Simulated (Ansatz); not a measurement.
**Cu: substituted relatives**

Aim: put other elements on the sites of Cu (Cu → Co; Cu → Ni), relax each crystal within the symmetry of the start, and see how size, gap and stability follow.

Program: Ansatz 0.2.0. Level of theory: DFT PBE, scalar-relativistic, plane waves, PAW. These are calculated values, not measurements.

1 further run of the same task is left out (set aside as unsound or not needed).

## 1. The structure to begin with

It takes space group I4/mmm (No. 139, tetragonal). The conventional cell has a = 2.951 Å, b = 2.951 Å, c = 2.759 Å, α = 90.00°, β = 90.00°, γ = 90.00°. Around Cu (site symmetry 4/mmm) lie 10 Cu at 2.50 to 2.76 Å.

Structure file:

```
Cu
1.0
    -1.47553    1.47553    1.37956
     1.47553   -1.47553    1.37956
     1.47553    1.47553   -1.37956
Cu
1
Direct
  0.00000 0.00000 0.00000
```

It goes back to an entry of the Materials Project, which need not be the stable form.

This cell was relaxed beforehand with the same method: volume 12.01 Å³/atom, gap on the mesh none (metal).

## 2. Cu → Co: the starting cell

Co starts from the relaxed positions of Cu, with all lengths scaled by 0.969, a guess from tabulated radii. Atoms that may carry a moment start with parallel spins.

## 3. Probe: one point at the start (Co)

Contents of input.yaml:

```yaml
crystal:
  lattice:
    - [-1.4302440545, 1.4302440545, 1.3372142032]
    - [1.4302440545, -1.4302440545, 1.3372142032]
    - [1.4302440545, 1.4302440545, -1.3372142032]
  atoms:
    - { symbol: Co, position: [0.0, 0.0, 0.0], spin: 3.0 }
basis:
  ecutwfc: 420
kpoints:
  mp_grid: { grid: [10, 10, 10] }
hamiltonian:
  xc: pbe
scf:
  occupations: { method: gaussian, width: 0.1 }
  lower_state_search: "off"
output:
  forces: true
  stress: true
  eigenvalues: true
  populations: true
magnetization:
  spin_polarized: true
```

Run with:

```
$ ansatz run input.yaml --threads 1 --pin off --max-ram 1331MiB --backend cpu --events-out ev --progress --plain --runs-dir out
```

The session goes on with these runs: the relaxation (Co); quick check of gap, pressure and forces (Ni); relaxing cell and atoms (Ni).

Before running it: what results should come out? Wanted: Cu → Co; Cu → Ni.

The runs gave:

| quantity | value |
| --- | --- |
| Cu → Co (Co) | 11.07 Å³/atom, gap none (metal) |
| Cu → Ni (Ni) | 11.01 Å³/atom, gap none (metal) |

In words: Per atom and against the relaxed parent, Co is the largest of the new crystals (-7.8 %) and Ni the smallest (-8.3 %). Some of these crystals carry a moment and others none. All of them are metals at this level.
